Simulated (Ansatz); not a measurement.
# Understanding WC-type SrO from first principles

Computed with Ansatz (plane waves, PAW, 420 eV cutoff): PBEsol, scalar-relativistic, no spin polarisation, Γ-centred 10×10×10 mesh, 0.05 eV Gaussian smearing. The datasets are Ansatz's generated set soft_2.

This is a trial structure; measured cells of the compound in the Crystallography Open Database are in space group Fm-3m (rock salt).

The relaxed structure (symmetry read at 0.01 Å). Symmetry: P-6m2, No. 187, hexagonal system. The conventional cell has a = 3.478 Å, b = 3.478 Å, c = 3.158 Å, α = 90.00°, β = 90.00°, γ = 120.00°. Sr (site symmetry -6m2) is surrounded by 6 O at 2.55 Å. Around O (site symmetry -6m2) lie 6 Sr at 2.55 Å. (Neighbours are counted to 15 % beyond the shortest distance.)

Q: Should it be a metal or an insulator?

A: Formal charges Sr²⁺, O²⁻ balance and leave closed shells on every ion, so a band insulator is expected, and the gap is 2.81 eV.

Q: What fixes the bond lengths?

A: Shannon's ionic radii give a check on the bond lengths: Sr²⁺ with 6 neighbours 1.18 Å + O²⁻ 1.40 Å = 2.58 Å against a computed mean of 2.55 Å. Sums and bonds agree within 3 %, so ion sizes set the bond lengths.

Q: How stiff is it, in energy terms?

A: B0·V0 = 87.6 GPa × 16.54 Å³ = 9.04 eV/atom sets the scale: near the minimum ΔE ≈ ½ B0 V0 x², with x = V/V0 − 1, and a pressure of 0.9 GPa squeezes the volume by about 1 %. At the ends of the curve: x = −4.0 % predicts 7.2 meV/atom and the run gives 7.8; x = +4.0 % predicts 7.2 meV/atom and the run gives 6.7. The curve is steeper than the parabola on the compressed side and flatter on the expanded side: the bulk modulus rises with pressure.

All results together:

- Volume: 16.54 Å³/atom
- Band gap: 2.81 eV
- Smallest direct gap: 2.81 eV
- Formation energy from the elements (0 K, uncorrected): -2.61 eV/atom
- Bulk modulus (Birch–Murnaghan): 88 GPa
- Pressure derivative B0′: 4.5
- Shear modulus (Hill): 35 GPa
- Young's modulus: 92 GPa
- Poisson's ratio: 0.33
- Elastically stable: yes

Semilocal functionals underestimate band gaps, commonly by a third or more.
